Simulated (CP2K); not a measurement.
Runs of CP2K 2026.2 on Tc. Symmetry: Fm-3m, No. 225, cubic system. Conventional cell: a = 3.900 Å, b = 3.900 Å, c = 3.900 Å, α = 90.00°, β = 90.00°, γ = 90.00°. Tc (site symmetry m-3m) is surrounded by 12 Tc at 2.76 Å. This isn't the form of Tc at room conditions, which is hcp.

```tsv
task	level	points a segment of the path (NPOINTS)	bands added on the path	cutoff of the non-local correlation (Ry)	gap on the mesh (eV)	pressure (GPa)
single point	PBE	-	-	-	none	-2.7
band structure	r2SCAN	8	6	-	none	(a)
single point	AM05	-	-	-	none	-12.7
single point	rev-vdW-DF2	-	-	300	none	(b)
band structure	PBEsol	8	6	-	none	-11.3
```

Alike in all rows: potentials or basis POTENTIAL_UZH Tc GTH-PBE-q15; TZVP-MOLOPT-PBE-GTH basis; no spin polarisation; cell as given; k mesh 12 × 12 × 12; smearing fermi-dirac 0.05 eV.

Q: Estimate the missing entries.

A: (a) -8.0; (b) -6.0.

Caveats: the basis of atomic orbitals isn't converged, which shifts pressures, moduli and gaps; the potentials were made for another functional, which shifts forces and pressure (some runs).

A k mesh can miss the band edges, and the runs leave out spin-orbit coupling on Tc.

A gap of «none» marks a metal or a gap under the smearing width.
